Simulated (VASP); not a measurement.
# TaN (P6_3/mmc) in VASP: further runs, part 2 of 2

VASP 6.6.1. Earlier steps stand in the parts before.

## Step 3: Band structure, LMBJ

Input file POSCAR:

```
TaN
1.0
    2.9217699809      0.0000000000      0.0000000000
   -1.4608849905      2.5303270275      0.0000000000
    0.0000000000      0.0000000000      5.9165150000
Ta N
2 2
Direct
    0.0000000000      0.0000000000      0.5000000000
    0.0000000000      0.0000000000      0.0000000000
    0.3333333333      0.6666666667      0.2500000000
    0.6666666667      0.3333333333      0.7500000000
```

Input file INCAR.step1:

```
PREC     = Accurate       # precision mode
ENCUT    = 520            # plane-wave cutoff, eV
EDIFF    = 1E-5           # SCF threshold, eV
ISMEAR   = -1             # smearing method
SIGMA    = 0.05           # smearing width, eV
LREAL    = F              # projectors in reciprocal space
LASPH    = T              # aspherical terms in the spheres
NELM     = 80             # most SCF steps
ALGO     = Normal         # electronic algorithm
ISIF     = 2              # what is computed and relaxed
LWAVE    = T              # write WAVECAR
LCHARG   = F              # write CHGCAR
LMAXMIX  = 4              # l up to which the mixer works
GGA      = PE             # functional
```

Input file INCAR.step2:

```
PREC     = Accurate       # precision mode
ENCUT    = 520            # plane-wave cutoff, eV
EDIFF    = 1E-6           # SCF threshold, eV
ISMEAR   = -1             # smearing method
SIGMA    = 0.05           # smearing width, eV
LREAL    = F              # projectors in reciprocal space
LASPH    = T              # aspherical terms in the spheres
NELM     = 80             # most SCF steps
ALGO     = Normal         # electronic algorithm
ISIF     = 2              # what is computed and relaxed
LWAVE    = F              # write WAVECAR
LCHARG   = F              # write CHGCAR
LMAXMIX  = 4              # l up to which the mixer works
METAGGA  = LMBJ           # meta-GGA
ISTART   = 1
```

Input file KPOINTS:

```
regular mesh
0
Gamma
  10 10 5
```

Input file KPOINTS_OPT:

```
path GMKGALHA,LM,KH
10
line-mode
reciprocal
 0.0000000000  0.0000000000  0.0000000000  G
 0.5000000000  0.0000000000  0.0000000000  M

 0.5000000000  0.0000000000  0.0000000000  M
 0.3333333333  0.3333333333  0.0000000000  K

 0.3333333333  0.3333333333  0.0000000000  K
 0.0000000000  0.0000000000  0.0000000000  G

 0.0000000000  0.0000000000  0.0000000000  G
 0.0000000000  0.0000000000  0.5000000000  A

 0.0000000000  0.0000000000  0.5000000000  A
 0.5000000000  0.0000000000  0.5000000000  L

 0.5000000000  0.0000000000  0.5000000000  L
 0.3333333333  0.3333333333  0.5000000000  H

 0.3333333333  0.3333333333  0.5000000000  H
 0.0000000000  0.0000000000  0.5000000000  A

 0.5000000000  0.0000000000  0.5000000000  L
 0.5000000000  0.0000000000  0.0000000000  M

 0.3333333333  0.3333333333  0.0000000000  K
 0.3333333333  0.3333333333  0.5000000000  H
```

Potentials or basis: VASP PAW PBE potentials, release 64 (Ta_pv, N).

Run with:

```bash
$ cat potpaw_PBE.64/Ta_pv/POTCAR potpaw_PBE.64/N/POTCAR > POTCAR
$ cp INCAR.step1 INCAR
$ mpirun -np 1 vasp_std > vasp.out
$ cp INCAR.step2 INCAR
$ mpirun -np 1 vasp_std > vasp.out
```

Wall time 2.2 min (1 thread of AMD EPYC 9R45 (Zen 5), shared host); peak memory 0.21 GiB.

Results (log left out):

* Band gap along the path: none (metal or under the smearing width)

Levels at the corners of the path, in eV from the Fermi level:
| point | band 13 | band 14 | band 15 | band 16 | band 17 | band 18 | band 19 | band 20 |
| --- | --- | --- | --- | --- | --- | --- | --- | --- |
| Γ | -3.84 | -2.32 | -2.32 | -0.34 | -0.34 | 0.46 | 0.46 | 2.41 |
| M | -4.44 | -3.87 | -3.15 | -2.26 | 2.84 | 3.98 | 4.86 | 5.32 |
| M | -4.44 | -3.87 | -3.15 | -2.26 | 2.84 | 3.98 | 4.86 | 5.27 |
| K | -6.25 | -4.17 | 0.11 | 0.11 | 0.82 | 0.82 | 1.97 | 4.91 |
| K | -6.25 | -4.17 | 0.11 | 0.11 | 0.82 | 0.82 | 1.97 | 4.91 |
| Γ | -3.84 | -2.32 | -2.32 | -0.34 | -0.34 | 0.46 | 0.46 | 2.41 |
| Γ | -3.84 | -2.32 | -2.32 | -0.34 | -0.34 | 0.46 | 0.46 | 2.41 |
| A | -4.17 | -4.17 | -0.79 | -0.79 | 0.91 | 0.91 | 0.91 | 0.91 |
| A | -4.17 | -4.17 | -0.79 | -0.79 | 0.91 | 0.91 | 0.91 | 0.91 |
| L | -4.68 | -4.68 | -2.35 | -2.35 | 3.82 | 3.82 | 4.82 | 4.82 |
| L | -4.68 | -4.68 | -2.35 | -2.35 | 3.82 | 3.82 | 4.82 | 4.82 |
| H | -6.05 | -6.05 | -0.56 | -0.56 | 2.70 | 2.70 | 3.10 | 3.10 |
| H | -6.05 | -6.05 | -0.56 | -0.56 | 2.70 | 2.70 | 3.10 | 3.10 |
| A | -4.17 | -4.17 | -0.79 | -0.79 | 0.91 | 0.91 | 0.91 | 0.91 |
| L | -4.68 | -4.68 | -2.35 | -2.35 | 3.82 | 3.82 | 4.82 | 4.82 |
| M | -4.44 | -3.87 | -3.15 | -2.26 | 2.84 | 3.98 | 4.86 | 5.26 |
| K | -6.25 | -4.17 | 0.11 | 0.11 | 0.82 | 0.82 | 1.97 | 4.91 |
| H | -6.05 | -6.05 | -0.56 | -0.56 | 2.70 | 2.70 | 3.10 | 3.10 |

Caveat: the PAW data sets were made with another functional, which shifts forces and pressure a little; spin-orbit coupling is left out, which moves the levels of the heavy elements.

## Step 4: Band structure, LAK

Input file INCAR:

```
  PREC = Accurate
  ENCUT = 520
  EDIFF = 1E-6
  ISMEAR = -1
  SIGMA = 0.05
  LREAL = F
  LASPH = T
  NELM = 60
  ALGO = Normal
  ISIF = 2
  LWAVE = F
  LCHARG = F
  LMAXMIX = 4
  METAGGA = LAK
  LMIXTAU = T
  NBANDS = 24
```

KPOINTS is that of step 3.

POSCAR is that of step 3.

Changes to KPOINTS_OPT since step 3:

```diff
@@ -1,3 +1,3 @@
 path GMKGALHA,LM,KH
-10
+20
 line-mode
```

Run with:

```bash
$ cat potpaw_PBE.64/Ta_pv/POTCAR potpaw_PBE.64/N/POTCAR > POTCAR
$ mpirun -np 1 vasp_std > vasp.out
```

It took 6.1 min on 1 thread of AMD EPYC 9R45 (Zen 5), shared host; peak memory 0.18 GiB.

It converged, with:

| Property | Result |
| --- | --- |
| Free energy | 74.8858 eV |
| Pressure | 4.1 GPa |
| Band gap along the path | none (metal or under the smearing width) |

Stress tensor (GPa, compression positive):
```
2.99 0.00 0.00
0.00 2.99 0.00
0.00 0.00 6.19
```

Levels at the corners of the path, in eV from the Fermi level:
| point | band 12 | band 13 | band 14 | band 15 | band 16 | band 17 | band 18 | band 19 | band 20 | band 21 |
| --- | --- | --- | --- | --- | --- | --- | --- | --- | --- | --- |
| Γ | -4.55 | -3.95 | -2.41 | -2.41 | -0.15 | -0.15 | 0.66 | 0.66 | 2.38 | 3.46 |
| M | -5.82 | -4.73 | -3.85 | -3.27 | -2.24 | 3.08 | 4.15 | 4.96 | 5.40 | 5.56 |
| M | -5.82 | -4.73 | -3.85 | -3.27 | -2.24 | 3.08 | 4.15 | 4.96 | 5.40 | 5.56 |
| K | -6.46 | -6.46 | -4.38 | 0.15 | 0.15 | 0.89 | 0.89 | 2.10 | 5.03 | 6.60 |
| K | -6.46 | -6.46 | -4.38 | 0.15 | 0.15 | 0.89 | 0.89 | 2.10 | 5.03 | 6.60 |
| Γ | -4.55 | -3.95 | -2.41 | -2.41 | -0.15 | -0.15 | 0.66 | 0.66 | 2.38 | 3.46 |
| Γ | -4.55 | -3.95 | -2.41 | -2.41 | -0.15 | -0.15 | 0.66 | 0.66 | 2.38 | 3.46 |
| A | -4.24 | -4.24 | -4.24 | -0.73 | -0.73 | 1.05 | 1.05 | 1.05 | 1.05 | 4.61 |
| A | -4.24 | -4.24 | -4.24 | -0.73 | -0.73 | 1.05 | 1.05 | 1.05 | 1.05 | 4.61 |
| L | -6.39 | -4.77 | -4.77 | -2.38 | -2.38 | 4.00 | 4.00 | 4.90 | 4.90 | 5.90 |
| L | -6.39 | -4.77 | -4.77 | -2.38 | -2.38 | 4.00 | 4.00 | 4.90 | 4.90 | 5.90 |
| H | -6.32 | -6.18 | -6.18 | -0.56 | -0.56 | 2.75 | 2.75 | 3.23 | 3.23 | 4.21 |
| H | -6.32 | -6.18 | -6.18 | -0.56 | -0.56 | 2.75 | 2.75 | 3.23 | 3.23 | 4.21 |
| A | -4.24 | -4.24 | -4.24 | -0.73 | -0.73 | 1.05 | 1.05 | 1.05 | 1.05 | 4.61 |
| L | -6.39 | -4.77 | -4.77 | -2.38 | -2.38 | 4.00 | 4.00 | 4.90 | 4.90 | 5.90 |
| M | -5.82 | -4.73 | -3.85 | -3.27 | -2.24 | 3.08 | 4.15 | 4.96 | 5.40 | 5.56 |
| K | -6.46 | -6.46 | -4.38 | 0.15 | 0.15 | 0.89 | 0.89 | 2.10 | 5.03 | 6.60 |
| H | -6.32 | -6.18 | -6.18 | -0.56 | -0.56 | 2.75 | 2.75 | 3.23 | 3.23 | 4.21 |

Caveat: the PAW data sets were made with another functional, which shifts forces and pressure a little; spin-orbit coupling is left out, which moves the levels of the heavy elements.

## Step 5: Band structure, PBE

Input file INCAR:

```
ALGO = Normal
EDIFF = 1E-7
ENCUT = 900
GGA = PE
ISIF = 2
ISMEAR = -1
LASPH = T
LCHARG = F
LMAXMIX = 4
LREAL = F
LWAVE = F
NELM = 60
PREC = Accurate
SIGMA = 0.05
```

Input file KPOINTS:

```
k-points
0
Gamma
  10 10 5
```

POSCAR is that of step 4.

Changes to KPOINTS_OPT since step 4:

```diff
@@ -1,3 +1,3 @@
 path GMKGALHA,LM,KH
-20
+10
 line-mode
```

Potentials or basis: VASP PAW PBE potentials, release 64 (Ta_pv, N_h).

Run with:

```bash
$ cat potpaw_PBE.64/Ta_pv/POTCAR potpaw_PBE.64/N_h/POTCAR > POTCAR
$ mpirun -np 1 vasp_std > vasp.out
```

Run time: 93 s. Hardware: 1 thread of Intel Xeon 6975P-C (Granite Rapids), shared host; peak memory 0.27 GiB.

Results (log left out):

* Free energy: -44.0466 eV
* Pressure: -0.5 GPa
* Band gap along the path: none (metal or under the smearing width)

Stress tensor (GPa, compression positive):
```
-0.61  0.00  0.00
 0.00 -0.61  0.00
 0.00  0.00 -0.40
```

Levels at the corners of the path, in eV from the Fermi level:
| point | band 13 | band 14 | band 15 | band 16 | band 17 | band 18 | band 19 | band 20 |
| --- | --- | --- | --- | --- | --- | --- | --- | --- |
| Γ | -3.49 | -1.99 | -1.99 | -0.23 | -0.23 | 0.55 | 0.55 | 2.34 |
| M | -4.15 | -3.69 | -2.81 | -2.11 | 2.83 | 3.93 | 4.79 | 5.13 |
| M | -4.15 | -3.69 | -2.81 | -2.11 | 2.83 | 3.93 | 4.79 | 5.13 |
| K | -5.91 | -3.85 | 0.21 | 0.21 | 0.95 | 0.95 | 2.00 | 4.91 |
| K | -5.91 | -3.85 | 0.21 | 0.21 | 0.95 | 0.95 | 2.00 | 4.91 |
| Γ | -3.49 | -1.99 | -1.99 | -0.23 | -0.23 | 0.55 | 0.55 | 2.34 |
| Γ | -3.49 | -1.99 | -1.99 | -0.23 | -0.23 | 0.55 | 0.55 | 2.34 |
| A | -3.85 | -3.85 | -0.66 | -0.66 | 0.98 | 0.98 | 0.98 | 0.98 |
| A | -3.85 | -3.85 | -0.66 | -0.66 | 0.98 | 0.98 | 0.98 | 0.98 |
| L | -4.33 | -4.33 | -2.20 | -2.20 | 3.87 | 3.87 | 4.73 | 4.73 |
| L | -4.33 | -4.33 | -2.20 | -2.20 | 3.87 | 3.87 | 4.73 | 4.73 |
| H | -5.69 | -5.69 | -0.43 | -0.43 | 2.69 | 2.69 | 3.11 | 3.11 |
| H | -5.69 | -5.69 | -0.43 | -0.43 | 2.69 | 2.69 | 3.11 | 3.11 |
| A | -3.85 | -3.85 | -0.66 | -0.66 | 0.98 | 0.98 | 0.98 | 0.98 |
| L | -4.33 | -4.33 | -2.20 | -2.20 | 3.87 | 3.87 | 4.73 | 4.73 |
| M | -4.15 | -3.69 | -2.81 | -2.11 | 2.83 | 3.93 | 4.79 | 5.17 |
| K | -5.91 | -3.85 | 0.21 | 0.21 | 0.95 | 0.95 | 2.00 | 4.91 |
| H | -5.69 | -5.69 | -0.43 | -0.43 | 2.69 | 2.69 | 3.11 | 3.11 |

Caveat: the cutoff is under 1.25 times the usual one of these potentials, so pressure, stress and relaxed cells hold a basis-set (Pulay) error; spin-orbit coupling is left out, which moves the levels of the heavy elements.

## Step 6: Overview

| level | potentials or basis | spin | k mesh | cutoff (eV) | pressure (GPa) |
| --- | --- | --- | --- | --- | --- |
| TB-mBJ | VASP PAW PBE potentials, release 64 (Ta_pv, N) | SOC, no magnetisation | 7 × 7 × 4 | 520 | - |
| LMBJ | VASP PAW PBE potentials, release 64 (Ta_pv, N) | off | 10 × 10 × 5 | 520 | - |
| LAK | VASP PAW PBE potentials, release 64 (Ta_pv, N) | off | 10 × 10 × 5 | 520 | 4.1 |
| PBE | VASP PAW PBE potentials, release 64 (Ta_pv, N_h) | off | 10 × 10 × 5 | 900 | -0.5 |

Alike in all rows: task band structure; cell as given; smearing fermi-dirac 0.05 eV.

Caveats: the PAW data sets were made with another functional, which shifts forces and pressure a little (some runs); spin-orbit coupling is left out, which moves the levels of the heavy elements (some runs); the cutoff is under 1.25 times the usual one of these potentials, so pressure, stress and relaxed cells hold a basis-set (Pulay) error (some runs).

Total energies depend on the potentials used, so only differences within one code and one set of settings carry meaning.
